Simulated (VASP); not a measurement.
# Sc (P6_3/mmc) in VASP: notebook

One crystal, Sc, is run at these levels: r2SCAN, r2SCAN+rVV10; tasks: relaxation of cell and atoms.

Everything below comes from runs of VASP 6.6.1. Logs are shortened: lines on timing, memory, paths and dates and some standing lists are left out, and cuts for length are marked.

### 1 The crystal as given

It takes space group P6_3/mmc (No. 194, hexagonal). Conventional cell: a = 3.291 Å, b = 3.291 Å, c = 5.333 Å, α = 90.00°, β = 90.00°, γ = 120.00°. Sc (site symmetry -6m2) has 12 Sc at 3.27 to 3.29 Å as nearest neighbours.

### 2 Relaxation of cell and atoms, r2SCAN

INCAR

```
PREC     = Accurate       # precision mode
ENCUT    = 600            # plane-wave cutoff, eV
EDIFF    = 1E-7           # SCF threshold, eV
ISMEAR   = 0              # smearing method
SIGMA    = 0.1            # smearing width, eV
LREAL    = F              # projectors in reciprocal space
LASPH    = T              # aspherical terms in the spheres
NELM     = 80             # most SCF steps
ALGO     = Normal         # electronic algorithm
ISIF     = 3              # what is computed and relaxed
LWAVE    = F              # write WAVECAR
LCHARG   = F              # write CHGCAR
METAGGA  = R2SCAN         # meta-GGA
LMIXTAU  = T            
IBRION   = 2              # ionic algorithm
NSW      = 90             # ionic steps
EDIFFG   = -0.005         # ionic threshold
```

KPOINTS

```
Automatic mesh
0
Gamma
  15 15 8
```

POSCAR

```
Sc
1.0
    3.2912249500      0.0000000000      0.0000000000
   -1.6456124800      2.8502844200      0.0000000000
    0.0000000000      0.0000000000      5.3325723900
Sc
2
Direct
    0.3333333300      0.6666666700      0.2500000000
    0.6666666700      0.3333333300      0.7500000000
```

Potentials or basis: VASP PAW PBE potentials, release 64 (Sc_sv).

On the command line:

```bash
cat potpaw_PBE.64/Sc_sv/POTCAR > POTCAR
mpirun -np 1 vasp_std > vasp.out
```

OUTCAR:

```text
PREC = Accurate
   ENCUT = 600
   EDIFF = 1E-7
   ISMEAR = 0
   LREAL = F
   LASPH = T
   NELM = 80
   ISIF = 3
   METAGGA = R2SCAN
   IBRION = 2
   NSW = 90
   EDIFFG = -0.005

 ion  position               nearest neighbor table
   1  0.333  0.667  0.250-   2 3.27   2 3.27   2 3.27   2 3.27   2 3.27   2 3.27
   2  0.667  0.333  0.750-   1 3.27   1 3.27   1 3.27   1 3.27   1 3.27   1 3.27

  LATTYP: Found a hexagonal cell.
 ALAT       =     3.2912249500
 C/A-ratio  =     1.6202394157

  Lattice vectors:

 A1 = (   3.2912249500,   0.0000000000,   0.0000000000)
 A2 = (  -1.6456124800,   2.8502844200,   0.0000000000)
 A3 = (   0.0000000000,   0.0000000000,   5.3325723900)

Analysis of symmetry for initial positions (statically):
=====================================================================
 Subroutine PRICEL returns:
 Original cell was already a primitive cell.

 Routine SETGRP: Setting up the symmetry group for a
 hexagonal supercell.

 Subroutine GETGRP returns: Found 24 space group operations
 (whereof 12 operations were pure point group operations)
 out of a pool of 24 trial point group operations.

The static configuration has the point symmetry D_3d.
 The point group associated with its full space group is D_6h.

Analysis of symmetry for dynamics (positions and initial velocities):
=====================================================================
 Subroutine PRICEL returns:
 Original cell was already a primitive cell.

 Routine SETGRP: Setting up the symmetry group for a
 hexagonal supercell.

 Subroutine GETGRP returns: Found 24 space group operations
 (whereof 12 operations were pure point group operations)
 out of a pool of 24 trial point group operations.

The dynamic configuration has the point symmetry D_3d.
 The point group associated with its full space group is D_6h.

 Subroutine INISYM returns: Found 24 space group operations
 (whereof 12 operations are pure point group operations),
 and found     1 'primitive' translations

----------------------------------------------------------------------------------------

                                     Primitive cell

  volume of cell :      50.0245

  direct lattice vectors                    reciprocal lattice vectors
     3.291224950  0.000000000  0.000000000     0.303838241  0.175421091  0.000000000
    -1.645612480  2.850284420  0.000000000     0.000000000  0.350842180  0.000000000
     0.000000000  0.000000000  5.332572390     0.000000000  0.000000000  0.187526756

  length of vectors
     3.291224950  3.291224956  5.332572390     0.350842181  0.350842180  0.187526756

  position of ions in fractional coordinates (direct lattice)
     0.333333330  0.666666670  0.250000000
     0.666666670  0.333333330  0.750000000

  ion indices of the primitive-cell ions
   primitive index   ion index
                 1           1
                 2           2

----------------------------------------------------------------------------------------

 KPOINTS: Automatic mesh

Automatic generation of k-mesh.
 Grid dimensions read from file:
 generate k-points for:   15   15    8

 Generating k-lattice:

  Cartesian coordinates                     Fractional coordinates (reciprocal lattice)
     0.020255883  0.011694739  0.000000000     0.066666667  0.000000000  0.000000000
     0.000000000  0.023389479  0.000000000     0.000000000  0.066666667  0.000000000
     0.000000000  0.000000000  0.023440844     0.000000000  0.000000000  0.125000000

  Length of vectors
     0.023389479  0.023389479  0.023440844

  Shift w.r.t. Gamma in fractional coordinates (k-lattice)
     0.000000000  0.000000000  0.000000000

 Subroutine IBZKPT returns following result:
 ===========================================

 Found    135 irreducible k-points:

 Following reciprocal coordinates:
            Coordinates               Weight
  0.000000  0.000000  0.000000      1.000000
  0.066667  0.000000  0.000000      6.000000
  0.133333  0.000000  0.000000      6.000000
  0.200000  0.000000  0.000000      6.000000
  0.266667  0.000000  0.000000      6.000000
  0.333333  0.000000  0.000000      6.000000
[... 16 lines left out ...]
  0.333333  0.200000  0.000000     12.000000
  0.400000  0.200000  0.000000      6.000000
 [... further k-points ...]
   k-points           NKPTS =    135   k-points in BZ     NKDIM =    135   number of bands    NBANDS=     15
   number of dos      NEDOS =    301   number of ions     NIONS =      2
   total plane-waves  NPLWV =  37632
   dimension x,y,z NGX =    28 NGY =   28 NGZ =   48
   dimension x,y,z NGXF=    56 NGYF=   56 NGZF=   96
   ions per type =               2
   NGX,Y,Z   is equivalent  to a cutoff of  14.14, 14.14, 14.96 a.u.
   NGXF,Y,Z  is equivalent  to a cutoff of  28.29, 28.29, 29.93 a.u.
 SYSTEM =  unknown system
   PREC   = accura    normal or accurate (medium, high low for compatibility)
   ISTART =      0    job   : 0-new  1-cont  2-samecut
   ICHARG =      2    charge: 1-file 2-atom 10-const
   ISPIN  =      1    spin polarized calculation?
   LNONCOLLINEAR =      F non collinear calculations
   LSORBIT =      F    spin-orbit coupling
   LASPH  =      T    aspherical Exc in radial PAW
   ENCUT  =  600.0 eV  44.10 Ry    6.64 a.u.   6.57  6.57 10.65*2*pi/ulx,y,z
   NELM   =     80;   NELMIN=  2; NELMDL= -5     # of ELM steps
   EDIFF  = 0.1E-06   stopping-criterion for ELM
   LREAL  =      F    real-space projection
   EDIFFG = -.5E-02   stopping-criterion for IOM
   NSW    =     90    number of steps for IOM
   IBRION =      2    ionic relax: 0-MD 1-quasi-New 2-CG
   NFREE  =      1    steps in history (QN), initial steepest desc. (CG)
   ISIF   =      3    stress and relaxation
   ISYM   =      2    0-nonsym 1-usesym 2-fastsym
   POTIM  = 0.5000    time-step for ionic-motion
   TEBEG  =    0.0;   TEEND  =   0.0 temperature during run
   PSTRESS=    0.0 pullay stress
   NELECT =      22.0000    total number of electrons
   NUPDOWN=      -1.0000    fix difference up-down
   EMIN   =  10.00;   EMAX   =-10.00  energy-range for DOS
   EFERMI =   0.00;   METHOD = LEGACY
   ISMEAR =     0;   SIGMA  =   0.10  broadening in eV -4-tet -1-fermi 0-gaus
   EFERMI_NEDOS =   21; number of points for ismear=-14 and -15
   IALGO  =     38    algorithm
   IMIX   =      4    mixing-type and parameters
     AMIX     =   0.40;   BMIX     =  1.00
     AMIX_MAG =   1.60;   BMIX_MAG =  1.00
  volume/ion in A,a.u.               =      25.01       168.79
  Fermi-wavevector in a.u.,A,eV,Ry     =   1.244959  2.352630 21.087965  1.549922
  Thomas-Fermi vector in A             =   2.379202
   LORBIT       =      0    0 simple, 1 ext, 2 COOP (PROOUT), +10 PAW based schemes
   METAGGA = R2SCAN    functional components
   LHFCALC =     F    Hartree Fock is set to
   AEXX    =    0.0000 exact exchange contribution
   IVDW    =     0    specifies the selected vdW correction
   LEPSILON=     F    determine dielectric tensor
   LRPA    =     F    only Hartree local field effects (RPA)
 conjugate gradient relaxation of ions
 non-spin polarized calculation
 Gauss-broadening in eV      SIGMA  =   0.10
  energy-cutoff  :      600.00
  volume of cell :       50.02
 maximum number of plane-waves:      1707
 NGX is ok and might be reduce to    28

--------------------------------------- Ionic step        1  -------------------------------------------

 number of electron      21.9999998 magnetization

 Free energy of the ion-electron system (eV)
  ---------------------------------------------------
  ext. energy  EPLUGINS =         0.00000000
  ---------------------------------------------------
  free energy    TOTEN  =       -22.71071421 eV

  energy without entropy =      -22.68895449  energy(sigma->0) =      -22.69983435

------------------------ aborting loop because EDIFF is reached ----------------------------------------

  FORCE on cell =-STRESS in cart. coord.  units (eV):
  Direction    XX          YY          ZZ          XY          YZ          ZX
  --------------------------------------------------------------------------------------
  -------------------------------------------------------------------------------------
  Total        0.3367165      0.3367165     -0.5136380     -0.0000000      0.0000000     -0.0000000
  in kB       10.7843123     10.7843123    -16.4507295     -0.0000000      0.0000000     -0.0000000
  external PRESSURE =       1.7059650 kB  Pullay stress =       0.0000000 kB
[... 129 lines left out ...]
  energy  without entropy=      -22.7009058812  energy(sigma->0) =      -22.71130439

--------------------------------------- Ionic step        5  -------------------------------------------

 number of electron      22.0000000 magnetization

 Free energy of the ion-electron system (eV)
  ---------------------------------------------------
  ext. energy  EPLUGINS =         0.00000000
  ---------------------------------------------------
  free energy    TOTEN  =       -22.72174160 eV

  energy without entropy =      -22.70086563  energy(sigma->0) =      -22.71130361

 E-fermi :   3.6346     XC(G=0): -10.5424

 val. band max:        3.6325200967   @ k =   0.3333   0.0667   0.3750
 cond. band min:       3.6348617915   @ k =   0.2000   0.2000   0.1250
 fundamental gap:      0.0023416947
 Fermi energy:         3.6345589815

 k-point     1 :       0.0000    0.0000    0.0000
  band No.  band energies     occupation
      1     -47.9206      2.00000
      2     -47.8511      2.00000
      3     -25.7774      2.00000
      4     -25.4309      2.00000
      5     -25.4309      2.00000
      6     -25.3663      2.00000
      7     -25.3663      2.00000
      8     -25.3463      2.00000
      9      -1.8379      2.00000
     10       1.9571      2.00000
     11       4.0617      0.00000
     12       5.4239      0.00000
     13       5.4239      0.00000
     14       5.6914      0.00000
     15       5.8978      0.00000
[... 397 lines left out ...]
 k-point    24 :       0.4000    0.2000    0.0000
  band No.  band energies     occupation
      1     -47.8585      2.00000
      2     -47.8445      2.00000
      3     -25.6670      2.00000
      4     -25.5939      2.00000
      5     -25.5657      2.00000
      6     -25.5574      2.00000
      7     -25.4794      2.00000
      8     -25.4623      2.00000
      9       2.3695      2.00000
     10       2.7598      2.00000
     11       3.1239      2.00000
     12       3.1491      2.00000
     13       4.8873      0.00000
     14       4.9055      0.00000
     15       5.8060      0.00000

 [... further k-points ...]

------------------------ aborting loop because EDIFF is reached ----------------------------------------

  FORCE on cell =-STRESS in cart. coord.  units (eV):
  Direction    XX          YY          ZZ          XY          YZ          ZX
  --------------------------------------------------------------------------------------
  -------------------------------------------------------------------------------------
  Total        0.0070722      0.0070722     -0.0001561     -0.0000000      0.0000000     -0.0000000
  in kB        0.2265871      0.2265871     -0.0050012     -0.0000000      0.0000000     -0.0000000
  external PRESSURE =       0.1493910 kB  Pullay stress =       0.0000000 kB
[... 17 lines left out ...]
  FREE ENERGIE OF THE ION-ELECTRON SYSTEM (eV)
  ---------------------------------------------------
  free  energy   TOTEN  =       -22.7217415983 eV

  energy  without entropy=      -22.7008656277  energy(sigma->0) =      -22.71130361

 reached required accuracy - stopping structural energy minimisation
```

It took 17 min on 1 thread of Intel Xeon 6975P-C (Granite Rapids), shared host; peak memory 0.29 GiB.

What came out:

```yaml
Free_energy: -22.7217 eV
Relaxed_volume: 25.00 Å³/atom
Relaxed_cell: a = 3.333 Å, b = 3.333 Å, c = 5.198 Å, α = 90.00°, β = 90.00°, γ = 120.00°
Space_group_after_relaxing_to_0.05_Å: P6_3/mmc (No. 194)
Energy_gained_by_relaxing: 5.5 meV/atom
Ionic_steps: 5
Pressure_after_relaxing: 0.0 GPa
Band_gap_on_the_k_mesh: none (metal or under the smearing width)
```

The path:
```csv
step,energy change (eV),largest force (eV/Å),pressure (GPa),volume (Å³)
1,0.0000,0.0000,0.17,50.02
2,-0.0086,0.0000,-0.14,50.21
3,-0.0106,0.0000,-0.34,50.34
4,-0.0110,0.0000,0.12,49.90
5,-0.0110,0.0000,0.01,50.01
```

Final structure:
```yaml
crystal:
  lattice:
    - [3.33299, 0.00000, 0.00000]
    - [-1.66650, 2.88645, 0.00000]
    - [0.00000, 0.00000, 5.19797]
  atoms:
    - { symbol: Sc, position: [0.33333, 0.66667, 0.25000] }
    - { symbol: Sc, position: [0.66667, 0.33333, 0.75000] }
```

Levels at points of the mesh, in eV from the Fermi level:
| k point | band 8 | band 9 | band 10 | band 11 | band 12 | band 13 | band 14 | band 15 |
| --- | --- | --- | --- | --- | --- | --- | --- | --- |
| (0.00, 0.00, 0.00) | -28.98 | -5.47 | -1.68 | 0.43 | 1.79 | 1.79 | 2.06 | 2.26 |
| (0.00, 0.00, 0.50) | -29.03 | -3.86 | -3.86 | 1.09 | 1.09 | 1.71 | 1.71 | 1.71 |

Caveat: the PAW data sets were made with another functional, which shifts forces and pressure a little.

### 3 Relaxation of cell and atoms, r2SCAN+rVV10

Edit INCAR of step 2 so:

```diff
@@ -14,2 +14,6 @@
 LMIXTAU  = T            
+LUSE_VDW = T            
+IVDW_NL  = 2            
+BPARAM   = 11.95        
+CPARAM   = 0.0093       
 IBRION   = 2              # ionic algorithm
```

KPOINTS is that of step 2.

POSCAR is that of step 2.

Potentials or basis: VASP PAW PBE potentials, release 64 (Sc_sv).

On the command line:

```bash
cat potpaw_PBE.64/Sc_sv/POTCAR > POTCAR
mpirun -np 1 vasp_std > vasp.out
```

Run time: 24 min. Hardware: 1 thread of Intel Xeon 6975P-C (Granite Rapids), shared host; peak memory 0.43 GiB.

The run converged. Its results:

```yaml
Free_energy: -22.1780 eV
Relaxed_volume: 24.78 Å³/atom
Relaxed_cell: a = 3.324 Å, b = 3.324 Å, c = 5.180 Å, α = 90.00°, β = 90.00°, γ = 120.00°
Space_group_after_relaxing_to_0.05_Å: P6_3/mmc (No. 194)
Energy_gained_by_relaxing: 5.8 meV/atom
Ionic_steps: 6
Pressure_after_relaxing: 0.0 GPa
Band_gap_on_the_k_mesh: none (metal or under the smearing width)
```

The path:
| step | energy change (eV) | largest force (eV/Å) | pressure (GPa) | volume (Å³) |
| --- | --- | --- | --- | --- |
| 1 | 0.0000 | 0.0000 | -0.34 | 50.02 |
| 2 | -0.0091 | 0.0000 | -0.01 | 49.64 |
| 3 | -0.0114 | 0.0000 | 0.25 | 49.35 |
| 4 | -0.0114 | 0.0000 | 0.28 | 49.32 |
| 5 | -0.0116 | 0.0000 | -0.11 | 49.66 |
| 6 | -0.0116 | 0.0000 | 0.01 | 49.55 |

Final structure:
```
Sc
1.0
     3.32364    0.00000    0.00000
    -1.66182    2.87836    0.00000
     0.00000    0.00000    5.17953
Sc
2
Cartesian
  0.0000 1.9189 1.2949
  1.6618 0.9595 3.8846
```

Levels at points of the mesh, in eV from the Fermi level:
```csv
k point,band 7,band 8,band 9,band 10,band 11,band 12,band 13,band 14,band 15
"(0.00, 0.00, 0.00)",-28.95,-28.93,-5.50,-1.69,0.45,1.81,1.81,2.09,2.29
"(0.00, 0.00, 0.50)",-28.98,-28.98,-3.88,-3.88,1.10,1.10,1.73,1.73,1.73
```

Caveat: the PAW data sets were made with another functional, which shifts forces and pressure a little.
